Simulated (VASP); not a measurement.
Write the native input for VASP 6.6.1 that does the following.

```yaml
Task: single point
Functional: PBEsol
Potentials_or_basis: VASP PAW PBE potentials, release 64 (Te, Sn_d)
Cutoff: 520 eV
k_mesh: 7 × 7 × 7
Occupations: fermi-dirac, width 0.05 eV
Spin: no spin polarisation
Ladder: free
Further_INCAR_settings: ALGO = Normal; EDIFF = 1e-07; NBANDS = 17
```

The structure of SnTe lies in POSCAR:

```
SnTe
1.0
    0.0000000000      3.6111460000      3.6111460000
    3.6111460000      0.0000000000      3.6111460000
    3.6111460000      3.6111460000      0.0000000000
Te Sn
1 1
Direct
    0.2500000000      0.2500000000      0.2500000000
    0.0000000000      0.0000000000      0.0000000000
```

Measurements of this composition are mostly on another form, of space group No. 225.

The input as run:

INCAR

```
  ALGO = Normal
  EDIFF = 1E-7
  ENCUT = 520
  GGA = PS
  ISIF = 2
  ISMEAR = -1
  LASPH = T
  LCHARG = F
  LREAL = F
  LWAVE = F
  NBANDS = 17
  NELM = 100
  PREC = Accurate
  SIGMA = 0.05
```

KPOINTS

```
k-points
0
Gamma
  7 7 7
```

Potentials or basis: VASP PAW PBE potentials, release 64 (Te, Sn_d).

Launch:

```sh
$ cat potpaw_PBE.64/Te/POTCAR potpaw_PBE.64/Sn_d/POTCAR > POTCAR
$ mpirun -np 1 vasp_std > vasp.out
```

Results of the run:

```
Pressure               : -1.4 GPa
Band gap on the k mesh : 0.28 eV, indirect (least direct gap 0.79 eV)
```

Caveat: the PAW data sets were made with another functional, which shifts forces and pressure a little; spin-orbit coupling is left out, which moves the levels of the heavy elements; an odd mesh through Γ misses points on the zone boundary, where band edges often lie.

It took 34 s on 1 thread of Intel(R) Xeon(R) Platinum 8259CL CPU @ 2.50GHz (Skylake/Cascade Lake), with other jobs on the host, peak memory 0.25 GiB.
